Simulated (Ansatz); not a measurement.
## KF: levels along high-symmetry lines

```
CELL_PARAMETERS angstrom
0.00000 2.67350 2.67350
2.67350 0.00000 2.67350
2.67350 2.67350 0.00000
ATOMIC_POSITIONS crystal
K 0.00000 0.00000 0.00000
F 0.50000 0.50000 0.50000
```

Atoms are numbered in the order listed.

The cell is COD entry 9008652, as deposited and not checked against the literature; nothing was relaxed.

All numbers below come from Ansatz 0.2.0, DFT, PBE, all-electron LAPW, scalar-relativistic.

Numerical set-up: a Γ-centred 9×9×9 k mesh, Fermi–Dirac smearing of 0.01 eV, basis error target 1 meV/atom, no spin polarisation.

Points in fractions of the reciprocal vectors of this cell: Γ (0, 0, 0), X (0.5, 0, 0.5), U (0.625, 0.25, 0.625), K (0.375, 0.375, 0.75), L (0.5, 0.5, 0.5), W (0.5, 0.25, 0.75). The path joins them by straight lines in the order Γ–X–U–K–Γ–L–W–X; legs that retrace an earlier one aren't tabulated. Energies are in eV from the top of the valence band.

(1) Is there a gap, and where are the band edges?

(2) List the levels between -14 and 8 eV at the symmetry points.

## Answers

(1) 6.17 eV, direct at Γ.

(2) 
Γ: -9.38 (×3), 0.00 (×3), 6.17
X: -9.93, -9.59 (×2), -0.21, -0.06 (×2)
U: -9.84, -9.61, -9.53, -0.34, -0.19 (×2)
K: -9.84, -9.61, -9.53, -0.34, -0.19 (×2)
L: -9.65, -9.42 (×2), -0.79, -0.35 (×2)
W: -9.76 (×2), -9.47, -0.40, -0.16 (×2)
